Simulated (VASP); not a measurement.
# BN (P6_3/mmc) in VASP: a series of runs

The runs below take BN through phonons, dielectric tensor, with r2SCAN, LDA.

Everything below comes from runs of VASP 6.6.1. Logs are shortened: lines on timing, memory, paths and dates and some standing lists are left out, and cuts for length are marked.

**1. The crystal as given**

It takes space group P6_3/mmc (No. 194, hexagonal). Conventional cell: a = 2.503 Å, b = 2.503 Å, c = 6.846 Å, α = 90.00°, β = 90.00°, γ = 120.00°. B (site symmetry -6m2) has 3 N at 1.44 Å as nearest neighbours. Around N (site symmetry -6m2) lie 3 B at 1.44 Å.

**2. Phonons, r2SCAN**

POSCAR

```
BN
1.0
    2.5025002567      0.0000000000      0.0000000000
   -1.2512501284      2.1672287953      0.0000000000
    0.0000000000     -0.0000000000      6.8459298700
  B               N
     2     2
Direct
     0.3333333332999970    0.6666666667000030    0.2500000000000000
     0.6666666667000030    0.3333333332999970    0.7500000000000000
     0.3333333332999970    0.6666666667000030    0.7500000000000000
     0.6666666667000030    0.3333333332999970    0.2500000000000000
```

INCAR.step1

```
PREC = Accurate ; ENCUT = 600
EDIFF = 1E-8 ; ISMEAR = 0
SIGMA = 0.03 ; LREAL = F
LASPH = T ; NELM = 80
ALGO = Normal ; ISIF = 3
LWAVE = F ; LCHARG = F
METAGGA = R2SCAN ; LMIXTAU = T
KPAR = 2 ; IBRION = 2
NSW = 40 ; EDIFFG = -0.002
```

INCAR.step2

```
PREC = Accurate ; ENCUT = 600
EDIFF = 1E-8 ; ISMEAR = 0
SIGMA = 0.03 ; LREAL = F
LASPH = T ; NELM = 80
ALGO = Normal ; ISIF = 2
LWAVE = F ; LCHARG = F
METAGGA = R2SCAN ; LMIXTAU = T
KPAR = 2 ; IBRION = 6
NFREE = 2 ; POTIM = 0.015
NSW = 1
```

KPOINTS

```
regular mesh
0
Gamma
  12 12 4
```

Potentials or basis: VASP PAW PBE potentials, release 64 (B, N).

The run is started by

```bash
> cat potpaw_PBE.64/B/POTCAR potpaw_PBE.64/N/POTCAR > POTCAR
> cp INCAR.step1 INCAR
> mpirun -np 2 vasp_std > vasp.out
> cp CONTCAR POSCAR
> cp INCAR.step2 INCAR
> mpirun -np 2 vasp_std > vasp.out
```

OUTCAR:

```text
PREC = Accurate
   ENCUT = 600
   EDIFF = 1E-8
   ISMEAR = 0
   LREAL = F
   LASPH = T
   NELM = 80
   ISIF = 2
   METAGGA = R2SCAN
   IBRION = 6
   NFREE = 2
   POTIM = 0.015
   NSW = 1

 ion  position               nearest neighbor table
   1  0.333  0.667  0.250-   4 1.44   4 1.44   4 1.44
   2  0.667  0.333  0.750-   3 1.44   3 1.44   3 1.44
   3  0.333  0.667  0.750-   2 1.44   2 1.44   2 1.44
   4  0.667  0.333  0.250-   1 1.44   1 1.44   1 1.44

  LATTYP: Found a hexagonal cell.
 ALAT       =     2.5025002567
 C/A-ratio  =     2.7356360311

  Lattice vectors:

 A1 = (   2.5025002567,   0.0000000000,   0.0000000000)
 A2 = (  -1.2512501284,   2.1672287953,   0.0000000000)
 A3 = (   0.0000000000,   0.0000000000,   6.8459298700)

Analysis of symmetry for initial positions (statically):
=====================================================================
 Subroutine PRICEL returns:
 Original cell was already a primitive cell.

 Routine SETGRP: Setting up the symmetry group for a
 hexagonal supercell.

 Subroutine GETGRP returns: Found 24 space group operations
 (whereof 12 operations were pure point group operations)
 out of a pool of 24 trial point group operations.

The static configuration has the point symmetry D_3d.
 The point group associated with its full space group is D_6h.

Analysis of symmetry for dynamics (positions and initial velocities):
=====================================================================
 Subroutine PRICEL returns:
 Original cell was already a primitive cell.

 Routine SETGRP: Setting up the symmetry group for a
 hexagonal supercell.

 Subroutine GETGRP returns: Found 24 space group operations
 (whereof 12 operations were pure point group operations)
 out of a pool of 24 trial point group operations.

The dynamic configuration has the point symmetry D_3d.
 The point group associated with its full space group is D_6h.

 Subroutine INISYM returns: Found 24 space group operations
 (whereof 12 operations are pure point group operations),
 and found     1 'primitive' translations

----------------------------------------------------------------------------------------

                                     Primitive cell

  volume of cell :      37.1288

  direct lattice vectors                    reciprocal lattice vectors
     2.502500257  0.000000000  0.000000000     0.399600359  0.230709375  0.000000000
    -1.251250128  2.167228795  0.000000000     0.000000000  0.461418749  0.000000000
     0.000000000  0.000000000  6.845929870     0.000000000  0.000000000  0.146072195

  length of vectors
     2.502500257  2.502500257  6.845929870     0.461418749  0.461418749  0.146072195

  position of ions in fractional coordinates (direct lattice)
     0.333333333  0.666666667  0.250000000
     0.666666667  0.333333333  0.750000000
     0.333333333  0.666666667  0.750000000
     0.666666667  0.333333333  0.250000000

  ion indices of the primitive-cell ions
   primitive index   ion index
                 1           1
                 2           2
                 3           3
                 4           4

----------------------------------------------------------------------------------------

 KPOINTS: regular mesh

Automatic generation of k-mesh.
 Grid dimensions read from file:
 generate k-points for:   12   12    4

 Generating k-lattice:

[... 69 lines left out ...]
   POTIM  = 0.0150    time-step for ionic-motion
   TEBEG  =    0.0;   TEEND  =   0.0 temperature during run
   PSTRESS=    0.0 pullay stress
   NELECT =      16.0000    total number of electrons
   NUPDOWN=      -1.0000    fix difference up-down
   EMIN   =  10.00;   EMAX   =-10.00  energy-range for DOS
   EFERMI =   0.00;   METHOD = LEGACY
   ISMEAR =     0;   SIGMA  =   0.03  broadening in eV -4-tet -1-fermi 0-gaus
   EFERMI_NEDOS =   21; number of points for ismear=-14 and -15
   IALGO  =     38    algorithm
   IMIX   =      4    mixing-type and parameters
     AMIX     =   0.40;   BMIX     =  1.00
     AMIX_MAG =   1.60;   BMIX_MAG =  1.00
  volume/ion in A,a.u.               =       9.28        62.64
  Fermi-wavevector in a.u.,A,eV,Ry     =   1.236548  2.336737 20.804008  1.529051
  Thomas-Fermi vector in A             =   2.371152
   LORBIT       =      0    0 simple, 1 ext, 2 COOP (PROOUT), +10 PAW based schemes
   METAGGA = R2SCAN    functional components
   LHFCALC =     F    Hartree Fock is set to
   AEXX    =    0.0000 exact exchange contribution
   IVDW    =     0    specifies the selected vdW correction
   LEPSILON=     F    determine dielectric tensor
   LRPA    =     F    only Hartree local field effects (RPA)
 finite differences with symmetry
 non-spin polarized calculation
 Gauss-broadening in eV      SIGMA  =   0.03
  energy-cutoff  :      600.00
  volume of cell :       37.13
 maximum number of plane-waves:      1272
 NGX is ok and might be reduce to    20
   NGX =  9   NGY =  9   NGZ = 27

--------------------------------------- Ionic step        1  -------------------------------------------

 number of electron      15.9999998 magnetization

 Free energy of the ion-electron system (eV)
  ---------------------------------------------------
  ext. energy  EPLUGINS =         0.00000000
  ---------------------------------------------------
  free energy    TOTEN  =       -38.59994061 eV

  energy without entropy =      -38.59994061  energy(sigma->0) =      -38.59994061

------------------------ aborting loop because EDIFF is reached ----------------------------------------

  FORCE on cell =-STRESS in cart. coord.  units (eV):
  Direction    XX          YY          ZZ          XY          YZ          ZX
  --------------------------------------------------------------------------------------
  -------------------------------------------------------------------------------------
  Total        0.0032656      0.0032656     -0.0042508     -0.0000000      0.0000000     -0.0000000
  in kB        0.1409182      0.1409182     -0.1834284     -0.0000000      0.0000000     -0.0000000
  external PRESSURE =       0.0328026 kB  Pullay stress =       0.0000000 kB
[... 291 lines left out ...]
--------------------------------------- Ionic step        9  -------------------------------------------

 number of electron      15.9999999 magnetization

 Free energy of the ion-electron system (eV)
  ---------------------------------------------------
  ext. energy  EPLUGINS =         0.00000000
  ---------------------------------------------------
  free energy    TOTEN  =       -38.59830712 eV

  energy without entropy =      -38.59830712  energy(sigma->0) =      -38.59830712

 E-fermi :   1.9343     XC(G=0): -10.5363

 val. band max:        1.7774874796   @ k =   0.3333   0.3333   0.5000
 cond. band min:       6.6934513750   @ k =   0.5000  -0.0000   0.0000
 fundamental gap:      4.9159638955
 Fermi energy:         1.9342537272

 k-point     1 :       0.0000    0.0000    0.0000
  band No.  band energies     occupation
      1     -16.9988      2.00000
      2     -16.7697      2.00000
      3      -4.4792      2.00000
      4      -2.5930      2.00000
      5       0.4267      2.00000
      6       0.4267      2.00000
      7       0.4553      2.00000
      8       0.4553      2.00000
      9       7.1984      0.00000
     10      12.4393      0.00000
     11      14.1026      0.00000
     12      14.1026      0.00000
[... 331 lines left out ...]
 k-point    24 :       0.3333   -0.0000    0.2500
  band No.  band energies     occupation
      1     -14.9237      2.00000
      2     -14.8082      2.00000
      3      -5.3975      2.00000
      4      -5.3533      2.00000
      5      -1.9219      2.00000
      6      -1.8878      2.00000
      7      -1.3757      2.00000
      8      -0.3067      2.00000
      9       9.2996      0.00000
     10       9.8749      0.00000
     11      11.2169      0.00000
     12      12.7421      0.00000

 [... further k-points ...]
[... 5 lines left out ...]
  --------------------------------------------------------------------------------------
  -------------------------------------------------------------------------------------
  Total        0.0025435      0.0025435     -0.0078204     -0.0000000     -0.0000000      0.0000000
  in kB        0.1097548      0.1097548     -0.3374629     -0.0000000     -0.0000000      0.0000000
  external PRESSURE =      -0.0393178 kB  Pullay stress =       0.0000000 kB
[... 19 lines left out ...]
  FREE ENERGIE OF THE ION-ELECTRON SYSTEM (eV)
  ---------------------------------------------------
  free  energy   TOTEN  =       -38.5983071196 eV

  energy  without entropy=      -38.5983071196  energy(sigma->0) =      -38.59830712

 INTERNAL STRAIN TENSORS FROM DISPLACED ATOMS
 ============================================

 INTERNAL STRAIN TENSOR FOR ION    1 for displacements in x,y,z  (eV/Angst):
          X           Y           Z          XY          YZ          ZX
  --------------------------------------------------------------------------------
  x     0.00000    -0.00000     0.00000   -11.86399     0.00000     0.00000
  y   -11.86399    11.86399     0.00000    -0.00000     0.00000     0.00000
  z    -0.00000    -0.00000     0.00000    -0.00000    -0.00000    -0.00000

 INTERNAL STRAIN TENSOR FOR ION    4 for displacements in x,y,z  (eV/Angst):
          X           Y           Z          XY          YZ          ZX
  --------------------------------------------------------------------------------
  x    -0.00000     0.00000     0.00000    12.00614     0.00000     0.00000
  y    12.00614   -12.00614     0.00000     0.00000     0.00000     0.00000
  z     0.00000    -0.00000    -0.00000     0.00000     0.00000     0.00000

 Eigenvectors and eigenvalues of the dynamical matrix
 ----------------------------------------------------

   1 f  =   40.815018 THz   256.448322 2PiTHz 1361.442460 cm-1   168.797276 meV
             X         Y         Z           dx          dy          dz
     -0.000000  1.444819  1.711482     0.294949   -0.441499    0.000000
      1.251250  0.722410  5.134447    -0.294949    0.441499   -0.000000
     -0.000000  1.444819  5.134447     0.259417   -0.388312   -0.000000
      1.251250  0.722410  1.711482    -0.259417    0.388312    0.000000
[... 71 lines left out ...]
  12 f/i=    0.001449 THz     0.009104 2PiTHz    0.048329 cm-1     0.005992 meV
             X         Y         Z           dx          dy          dz
     -0.000000  1.444819  1.711482    -0.000000    0.000000    0.466786
      1.251250  0.722410  5.134447    -0.000000    0.000000    0.466786
     -0.000000  1.444819  5.134447    -0.000000    0.000000    0.531141
      1.251250  0.722410  1.711482    -0.000000    0.000000    0.531141

 ELASTIC MODULI CONTR FROM IONIC RELAXATION (kBar)
 Direction    XX          YY          ZZ          XY          YZ          ZX
 --------------------------------------------------------------------------------
 XX        -305.3432    305.3432     -0.0000      0.0000     -0.0000     -0.0000
 YY         305.3432   -305.3432      0.0000      0.0000      0.0000      0.0000
 ZZ          -0.0000      0.0000     -0.0000      0.0000     -0.0000     -0.0000
 XY           0.0000      0.0000      0.0000   -305.3432      0.0000      0.0000
 YZ          -0.0000      0.0000     -0.0000      0.0000     -0.0000     -0.0000
 ZX          -0.0000      0.0000     -0.0000      0.0000     -0.0000     -0.0000
 --------------------------------------------------------------------------------
```

Wall time 9.1 min (2 MPI ranks of Intel Xeon 6975P-C (Granite Rapids), shared host); peak memory 0.33 GiB.

What came out:

- Highest phonon frequency at Γ, LO-TO splitting left out: 1361 cm⁻¹

Phonon frequencies in cm⁻¹ (negative: imaginary):
```
              q point                                 frequencies
(0.000, 0.000, 0.000)  0 0 0 40 40 97 773 825 1361 1361 1361 1361
```

Caveat: the PAW data sets were made with another functional, which shifts forces and pressure a little.

(Continued in part 2 of 2.)
